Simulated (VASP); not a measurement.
# CuAu (P4/mmm) in VASP: further runs

One crystal, CuAu, is run at these levels: PBE; tasks: single point.

Everything below comes from runs of VASP 6.6.1. Logs are shortened: lines on timing, memory, paths and dates and some standing lists are left out, and cuts for length are marked.

### 1 The structure

It takes space group P4/mmm (No. 123, tetragonal). The conventional cell has a = 2.811 Å, b = 2.811 Å, c = 3.685 Å, α = 90.00°, β = 90.00°, γ = 90.00°. Around Au (site symmetry 4/mmm) lie 8 Cu at 2.71 Å and 4 Au at 2.81 Å. Around Cu (site symmetry 4/mmm) lie 8 Au at 2.71 Å and 4 Cu at 2.81 Å.

### 2 Single point, PBE

INCAR

```
SYSTEM = CuAu
ADDGRID  = .FALSE.      
ALGO     = Normal         ! electronic algorithm
EDIFF    = 0.001          ! SCF threshold, eV
ENCUT    = 460            ! plane-wave cutoff, eV
GGA      = PE             ! functional
ISIF     = 2              ! what is computed and relaxed
ISMEAR   = 1              ! smearing method
LASPH    = .TRUE.         ! aspherical terms in the spheres
LCHARG   = .FALSE.        ! write CHGCAR
LREAL    = .FALSE.        ! projectors in reciprocal space
LWAVE    = .FALSE.        ! write WAVECAR
NBANDS   = 18             ! bands
NELM     = 100            ! most SCF steps
PREC     = Accurate       ! precision mode
SIGMA    = 0.2            ! smearing width, eV
```

KPOINTS

```
k-points
0
G
  5 5 4
  0 0 0
```

POSCAR

```
CuAu
1.0
    2.8107494552      0.0000000000      0.0000000000
    0.0000000000      2.8107494552      0.0000000000
    0.0000000000      0.0000000000      3.6850000000
Au Cu
1 1
Direct
    0.0257070000      0.0114430000     -0.0258500000
    0.4994280000      0.4658820000      0.5068750000
```

Potentials or basis: VASP PAW PBE potentials, release 64 (Au, Cu).

Command:

```console
> cat potpaw_PBE.64/Au/POTCAR potpaw_PBE.64/Cu/POTCAR > POTCAR
> mpirun -np 1 vasp_std > vasp.out
```

OUTCAR:

```text
SYSTEM = CuAu
   EDIFF = 0.001
   ENCUT = 460
   GGA = PE
   ISIF = 2
   ISMEAR = 1
   LASPH = .TRUE.
   LREAL = .FALSE.
   NELM = 100
   PREC = Accurate

 Found     51 irreducible k-points:

 Following reciprocal coordinates:
            Coordinates               Weight
  0.000000  0.000000  0.000000      1.000000
  0.200000  0.000000  0.000000      2.000000
  0.000000  0.200000  0.000000      2.000000
  0.400000  0.000000  0.000000      2.000000
  0.000000  0.400000  0.000000      2.000000
  0.200000  0.200000  0.000000      2.000000
   k-points           NKPTS =     51   k-points in BZ     NKDIM =     51   number of bands    NBANDS=     18
   number of dos      NEDOS =    301   number of ions     NIONS =      2
   total plane-waves  NPLWV =  11200
   dimension x,y,z NGX =    20 NGY =   20 NGZ =   28
   dimension x,y,z NGXF=    40 NGYF=   40 NGZF=   56
   ions per type =               1   1
   NGX,Y,Z   is equivalent  to a cutoff of  11.83, 11.83, 12.63 a.u.
   NGXF,Y,Z  is equivalent  to a cutoff of  23.66, 23.66, 25.26 a.u.
 SYSTEM =  CuAu
   PREC   = accura    normal or accurate (medium, high low for compatibility)
   ISTART =      0    job   : 0-new  1-cont  2-samecut
   ICHARG =      2    charge: 1-file 2-atom 10-const
   ISPIN  =      1    spin polarized calculation?
   LNONCOLLINEAR =      F non collinear calculations
   LSORBIT =      F    spin-orbit coupling
   LASPH  =      T    aspherical Exc in radial PAW
   ENCUT  =  460.0 eV  33.81 Ry    5.81 a.u.   4.92  4.92  6.44*2*pi/ulx,y,z
   NELM   =    100;   NELMIN=  2; NELMDL= -5     # of ELM steps
   EDIFF  = 0.1E-02   stopping-criterion for ELM
   LREAL  =      F    real-space projection
   EDIFFG = 0.1E-01   stopping-criterion for IOM
   NSW    =      0    number of steps for IOM
   IBRION =     -1    ionic relax: 0-MD 1-quasi-New 2-CG
   NFREE  =      0    steps in history (QN), initial steepest desc. (CG)
   ISIF   =      2    stress and relaxation
   ISYM   =      2    0-nonsym 1-usesym 2-fastsym
   POTIM  = 0.5000    time-step for ionic-motion
   TEBEG  =    0.0;   TEEND  =   0.0 temperature during run
   PSTRESS=    0.0 pullay stress
   NELECT =      22.0000    total number of electrons
   NUPDOWN=      -1.0000    fix difference up-down
   EMIN   =  10.00;   EMAX   =-10.00  energy-range for DOS
   EFERMI =   0.00;   METHOD = LEGACY
   ISMEAR =     1;   SIGMA  =   0.20  broadening in eV -4-tet -1-fermi 0-gaus
   EFERMI_NEDOS =   21; number of points for ismear=-14 and -15
   IALGO  =     38    algorithm
   IMIX   =      4    mixing-type and parameters
     AMIX     =   0.40;   BMIX     =  1.00
     AMIX_MAG =   1.60;   BMIX_MAG =  1.00
  volume/ion in A,a.u.               =      14.56        98.23
  Fermi-wavevector in a.u.,A,eV,Ry     =   1.491152  2.817868 30.253005  2.223533
  Thomas-Fermi vector in A             =   2.603843
   LORBIT       =      0    0 simple, 1 ext, 2 COOP (PROOUT), +10 PAW based schemes
   GGA     = PE    functional components
   LHFCALC =     F    Hartree Fock is set to
   AEXX    =    0.0000 exact exchange contribution
   IVDW    =     0    specifies the selected vdW correction
   LEPSILON=     F    determine dielectric tensor
   LRPA    =     F    only Hartree local field effects (RPA)
 non-spin polarized calculation
 Methfessel and Paxton  Order N= 1 SIGMA  =   0.20
  energy-cutoff  :      460.00
  volume of cell :       29.11
 maximum number of plane-waves:       667
   NGX =  9   NGY =  9   NGZ = 13

 number of electron      21.9999994 magnetization

 Free energy of the ion-electron system (eV)
  ---------------------------------------------------
  ext. energy  EPLUGINS =         0.00000000
  ---------------------------------------------------
  free energy    TOTEN  =        -7.05525386 eV

  energy without entropy =       -7.05321075  energy(sigma->0) =       -7.05457282

 E-fermi :   9.0233     XC(G=0): -12.6522

 val. band max:        8.9873780121   @ k =   0.2000   0.4000   0.5000
 cond. band min:       9.2712393609   @ k =  -0.4000  -0.4000   0.2500
 fundamental gap:      0.2838613488
 Fermi energy:         9.0233083161

 k-point     1 :       0.0000    0.0000    0.0000
  band No.  band energies     occupation
      1      -1.0376      2.00000
      2       2.1304      2.00000
      3       2.2652      2.00000
      4       4.6104      2.00000
      5       4.6896      2.00000
      6       5.7294      2.00000
[... 10 lines left out ...]
     17      25.4519      0.00000
     18      26.2581      0.00000

 k-point     2 :       0.2000    0.0000    0.0000
  band No.  band energies     occupation
      1      -0.1539      2.00000
      2       2.4553      2.00000
      3       2.8740      2.00000
      4       4.1102      2.00000
      5       4.8388      2.00000
      6       5.3257      2.00000
[... 10 lines left out ...]
     17      25.7803      0.00000
     18      27.4685      0.00000

 k-point     3 :       0.0000    0.2000    0.0000
  band No.  band energies     occupation
      1      -0.1575      2.00000
      2       2.4419      2.00000
      3       2.8915      2.00000
      4       4.1427      2.00000
      5       4.8070      2.00000
      6       5.3467      2.00000
[... 10 lines left out ...]
     17      25.8120      0.00000
     18      27.5188      0.00000

 k-point     4 :       0.4000    0.0000    0.0000
  band No.  band energies     occupation
      1       1.6555      2.00000
      2       3.0589      2.00000
      3       3.2980      2.00000
      4       4.1164      2.00000
      5       4.6680      2.00000
      6       5.1517      2.00000
[... 10 lines left out ...]
     17      23.7038      0.00000
     18      25.2255      0.00000

 k-point     5 :       0.0000    0.4000    0.0000
  band No.  band energies     occupation
      1       1.6382      2.00000
      2       3.0534      2.00000
      3       3.3205      2.00000
      4       4.1383      2.00000
      5       4.6948      2.00000
      6       5.1808      2.00000
[... 10 lines left out ...]
     17      23.7720      0.00000
     18      25.2396      0.00000

 k-point     6 :       0.2000    0.2000    0.0000
  band No.  band energies     occupation
      1       0.6947      2.00000
      2       3.0279      2.00000
      3       3.1487      2.00000
      4       4.0212      2.00000
      5       4.2450      2.00000
      6       4.8271      2.00000
[... 10 lines left out ...]
     17      26.0786      0.00000
     18      26.5253      0.00000

 [... further k-points ...]

------------------------ aborting loop because EDIFF is reached ----------------------------------------

  FORCE on cell =-STRESS in cart. coord.  units (eV):
  Direction    XX          YY          ZZ          XY          YZ          ZX
  --------------------------------------------------------------------------------------
  -------------------------------------------------------------------------------------
  Total        1.3454469      1.2580246      1.3143924      0.1094232     -0.3388105     -0.2038854
  in kB       74.0449414     69.2337678     72.3358941      6.0219641    -18.6460008    -11.2205706
  external PRESSURE =      71.8715344 kB  Pullay stress =       0.0000000 kB

 VOLUME and BASIS-vectors are now :
 -----------------------------------------------------------------------------
  energy-cutoff  :      460.00
  volume of cell :       29.11
      direct lattice vectors                 reciprocal lattice vectors
     2.810749455  0.000000000  0.000000000     0.355776997  0.000000000  0.000000000
     0.000000000  2.810749455  0.000000000     0.000000000  0.355776997  0.000000000
     0.000000000  0.000000000  3.685000000     0.000000000  0.000000000  0.271370421

 POSITION                                       TOTAL-FORCE (eV/Angst)
 -----------------------------------------------------------------------------------
      0.07226      0.03216      3.58974        -0.309320     -0.516765      0.902479
      1.40377      1.30948      1.86783         0.309320      0.516765     -0.902479
 -----------------------------------------------------------------------------------
    total drift:                                0.000036      0.001112     -0.000465

  FREE ENERGIE OF THE ION-ELECTRON SYSTEM (eV)
  ---------------------------------------------------
  free  energy   TOTEN  =        -7.0552538607 eV

  energy  without entropy=       -7.0532107458  energy(sigma->0) =       -7.05457282
```

It took 13 s on 1 thread of Intel Xeon Platinum 8375C at 2.90GHz (Ice Lake), shared host; peak memory 0.14 GiB.

These settings aren't checked as converged: the numbers below hold their error.

What came out:

| Item | Value |
| --- | --- |
| Free energy | -7.0553 eV |
| Pressure | 7.2 GPa |
| Largest force | 1.085 eV/Å |
| Band gap on the k mesh | none (metal or under the smearing width) |

Caveat: the k mesh is coarse (spacing up to 0.45 Å⁻¹), so the values aren't converged.

### 3 Single point, PBE

Changes to INCAR since step 2:

```diff
@@ -3,3 +3,3 @@
 ALGO     = Normal         ! electronic algorithm
-EDIFF    = 0.001          ! SCF threshold, eV
+EDIFF    = 1E-4           ! SCF threshold, eV
 ENCUT    = 460            ! plane-wave cutoff, eV
```

KPOINTS is that of step 2.

POSCAR

```
CuAu
1.0
    2.8107494552      0.0000000000      0.0000000000
    0.0000000000      2.8107494552      0.0000000000
    0.0000000000      0.0000000000      3.6850000000
Au Cu
1 1
Direct
    0.0000000000      0.0000000000      0.0000000000
    0.5000000000      0.5000000000      0.5000000000
```

Potentials or basis: VASP PAW PBE potentials, release 64 (Au, Cu).

Command:

```console
> cat potpaw_PBE.64/Au/POTCAR potpaw_PBE.64/Cu/POTCAR > POTCAR
> mpirun -np 1 vasp_std > vasp.out
```

Wall time 7.9 s (1 thread of Intel Xeon Platinum 8375C at 2.90GHz (Ice Lake), shared host); peak memory 0.13 GiB.

The run converged, but some of its settings lie outside the range that counts as converged, so its numbers aren't taken as properties of the crystal.

What came out:

| Item | Value |
| --- | --- |
| Free energy | -7.1492 eV |
| Pressure | 4.5 GPa |
| Band gap on the k mesh | none (metal or under the smearing width) |

Caveat: the k mesh is coarse (spacing up to 0.45 Å⁻¹), so the values aren't converged.

### 4 Single point, PBE

INCAR is that of step 3.

KPOINTS is that of step 3.

POSCAR

```
CuAu
1.0
    2.8107494552      0.0000000000      0.0000000000
    0.0000000000      2.8107494552      0.0000000000
    0.0000000000      0.0000000000      3.6850000000
Au Cu
1 1
Direct
    0.0257070000      0.0114430000     -0.0258500000
    0.4994280000      0.4658820000      0.5068750000
```

Command:

```console
> cat potpaw_PBE.64/Au/POTCAR potpaw_PBE.64/Cu/POTCAR > POTCAR
> mpirun -np 1 vasp_std > vasp.out
```

Wall time 15 s (1 thread of Intel Xeon Platinum 8375C at 2.90GHz (Ice Lake), shared host); peak memory 0.14 GiB.

The run converged, but some of its settings lie outside the range that counts as converged, so its numbers aren't taken as properties of the crystal.

What came out:

```
Free energy            : -7.0553 eV
Pressure               : 6.9 GPa
Largest force          : 1.085 eV/Å
Band gap on the k mesh : none (metal or under the smearing width)
```

Caveat: the k mesh is coarse (spacing up to 0.45 Å⁻¹), so the values aren't converged.

### 5 Single point, PBE

Changes to INCAR since step 4:

```diff
@@ -3,3 +3,3 @@
 ALGO     = Normal         ! electronic algorithm
-EDIFF    = 1E-4           ! SCF threshold, eV
+EDIFF    = 1E-5           ! SCF threshold, eV
 ENCUT    = 460            ! plane-wave cutoff, eV
```

KPOINTS is that of step 4.

POSCAR

```
CuAu
1.0
    2.8107494552      0.0000000000      0.0000000000
    0.0000000000      2.8107494552      0.0000000000
    0.0000000000      0.0000000000      3.6850000000
Au Cu
1 1
Direct
    0.0000000000      0.0000000000      0.0000000000
    0.5000000000      0.5000000000      0.5000000000
```

Command:

```console
> cat potpaw_PBE.64/Au/POTCAR potpaw_PBE.64/Cu/POTCAR > POTCAR
> mpirun -np 1 vasp_std > vasp.out
```

Wall time 7.3 s (1 thread of Intel Xeon Platinum 8375C at 2.90GHz (Ice Lake), shared host); peak memory 0.13 GiB.

These settings aren't checked as converged: the numbers below hold their error.

What came out:

```yaml
Free_energy: -7.1492 eV
Pressure: 4.4 GPa
Band_gap_on_the_k_mesh: none (metal or under the smearing width)
```

Caveat: the k mesh is coarse (spacing up to 0.45 Å⁻¹), so the values aren't converged.

### 6 Single point, PBE

INCAR is that of step 5.

KPOINTS is that of step 5.

POSCAR

```
CuAu
1.0
    2.8107494552      0.0000000000      0.0000000000
    0.0000000000      2.8107494552      0.0000000000
    0.0000000000      0.0000000000      3.6850000000
Au Cu
1 1
Direct
    0.0257070000      0.0114430000     -0.0258500000
    0.4994280000      0.4658820000      0.5068750000
```

Potentials or basis: VASP PAW PBE potentials, release 64 (Au, Cu).

Command:

```console
> cat potpaw_PBE.64/Au/POTCAR potpaw_PBE.64/Cu/POTCAR > POTCAR
> mpirun -np 1 vasp_std > vasp.out
```

Wall time 14 s (1 thread of Intel Xeon Platinum 8375C at 2.90GHz (Ice Lake), shared host); peak memory 0.14 GiB.

These settings aren't checked as converged: the numbers below hold their error.

What came out:

```
Free energy            : -7.0552 eV
Pressure               : 6.3 GPa
Largest force          : 1.083 eV/Å
Band gap on the k mesh : none (metal or under the smearing width)
```

Caveat: the k mesh is coarse (spacing up to 0.45 Å⁻¹), so the values aren't converged.

### 7 The reference run

An earlier run on the cell as given: functional PBEsol; potentials or basis VASP PAW PBE potentials, release 64 (Au, Cu); cutoff 520 eV; k mesh 9 × 9 × 7; occupations fermi-dirac, width 0.05 eV; no spin polarisation.

- Pressure: -3.9 GPa
- Band gap on the k mesh: none (metal or under the smearing width)
